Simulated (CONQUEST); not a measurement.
HfO2:

```
Hf O
1.0
     3.55802    0.00000    0.00000
     0.00000    3.55802    0.00000
     0.00000    0.00000    5.17186
Hf O
2 4
Direct
  0.00000 0.00000 0.00000
  0.50000 0.50000 0.50000
  0.50000 0.00000 0.80279
  0.00000 0.50000 0.69721
  0.00000 0.50000 0.19721
  0.50000 0.00000 0.30279
```

Measurements of this composition are mostly on another form, of space group No. 14.

Program: CONQUEST 1.3. Alike in all runs: no spin polarisation; cell as given. Hardware: 1 thread of Intel(R) Xeon(R) Platinum 8259CL CPU @ 2.50GHz (Skylake/Cascade Lake), with other jobs on the host.

Task: Order these runs on this cell by their wall time, lowest first.
A. task single point; level LDA; potentials or basis PseudoDojo NC LDA, SZ, grid cutoff 150 Ha; k mesh 6 × 6 × 5; smearing methfessel-paxton of order 1 0.1 eV
B. task density of states; level PBE; potentials or basis PseudoDojo NC PBE, DZP, grid cutoff 100 Ha; k mesh 5 × 5 × 4; smearing fermi-dirac 0.05 eV
C. task band structure; level LDA; potentials or basis PseudoDojo NC LDA, SZ, grid cutoff 150 Ha; k mesh 6 × 6 × 5; smearing methfessel-paxton of order 1 0.1 eV

Result: C (6.4 s), A (43 s), B (140 s).

Caveats: the basis of atomic orbitals isn't converged, which shifts pressures, moduli and gaps; the atomic basis is small (some runs); spin-orbit coupling is left out, which moves the levels of the heavy elements (some runs); an odd mesh through Γ misses points on the zone boundary, where band edges often lie (some runs).

Not every run made on this cell is shown here.
